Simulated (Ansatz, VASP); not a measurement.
SiC: VASP beside Ansatz

File INCAR:

```
PREC = Accurate
ENCUT = 520
EDIFF = 1E-8
ISMEAR = -1
SIGMA = 0.08
LREAL = F
LASPH = T
NELM = 60
ALGO = Normal
ISIF = 2
LWAVE = F
LCHARG = F
GGA = PS
LEFG = T
NBANDS = 16
```

The input KPOINTS:

```
regular mesh
0
Gamma
  15 15 8
```

POSCAR

```
SiC
1.0
    3.0759982064      0.0000000000      0.0000000000
   -1.5379991032      2.6638925888      0.0000000000
    0.0000000000      0.0000000000      5.0480000000
Si C
2 2
Direct
    0.3333333333      0.6666666667      0.0000000000
    0.6666666667      0.3333333333      0.5000000000
    0.3333333333      0.6666666667      0.3850000000
    0.6666666667      0.3333333333      0.8850000000
```

Input for Ansatz:

```yaml
crystal:
  lattice:
    - [3.0759982064, 0.0, 0.0]
    - [-1.5379991032, 2.6638925888, 0.0]
    - [0.0, 0.0, 5.048]
  atoms:
    - { symbol: Si, position: [0.3333333333, 0.6666666667, 0.0] }
    - { symbol: Si, position: [0.6666666667, 0.3333333333, 0.5] }
    - { symbol: C, position: [0.3333333333, 0.6666666667, 0.385] }
    - { symbol: C, position: [0.6666666667, 0.3333333333, 0.885] }
kpoints:
  mp_grid: { grid: [15, 15, 8] }
  band_path:
    path:
      - [0.0, 0.0, 0.0]
      - [0.5, 0.0, 0.0]
      - [0.3333333333, 0.3333333333, 0.0]
      - [0.0, 0.0, 0.0]
      - [0.0, 0.0, 0.5]
      - [0.5, 0.0, 0.5]
      - [0.3333333333, 0.3333333333, 0.5]
      - [0.0, 0.0, 0.5]
      - [0.5, 0.0, 0.5]
    npoints: 14
scf:
  occupations: { method: fermi_dirac, width: 0.08 }
hamiltonian:
  xc: pbesol
  pseudopotentials: { kind: paw }
output:
  forces: true
  stress: true
  eigenvalues: true
  efg: { contact_densities: true }
  populations: true
  bader: true
  dos: { projected: true, de: 0.2, e_range: [-14, 8] }
  write_density: true
  write_potential: true
  elf: true
  volumetric_format: npy
```

Alike in both runs: task electric field gradients; functional PBEsol; k mesh 15 × 15 × 8; occupations fermi-dirac, width 0.08 eV; no spin polarisation.

|  | VASP | Ansatz |
| --- | --- | --- |
| version | VASP 6.6.1 | Ansatz 0.2.0 |
| potentials or method | VASP PAW PBE potentials, release 64 (Si, C) | PAW with Ansatz's default frozen-core files, scalar-relativistic |
| plane-wave cutoff (eV) | 520 | 420 |
| valence electrons in the cell | 16 | 16 |

VASP gave:

- pressure (GPa): 0.6
- largest component of the traceless stress (GPa): 3.30
- rms of the force components (eV/Å): 0.434
- Vzz of the field gradient on the site that differs most (V/Å²): 3.0

Question: Estimate Ansatz's values.

Answer: Pressure (GPa): 0.3; largest component of the traceless stress (GPa): 3.25; rms of the force components (eV/Å): 0.431; Vzz of the field gradient on the site that differs most (V/Å²): 2.4.

Atom by atom the forces differ by 0.002 eV/Å (rms over components).

Caveats: the PAW data sets were made with another functional, which shifts forces and pressure a little (VASP); an odd mesh through Γ misses points on the zone boundary, where band edges often lie. PBEsol gaps usually lie below the measured ones, often by a third to a half.
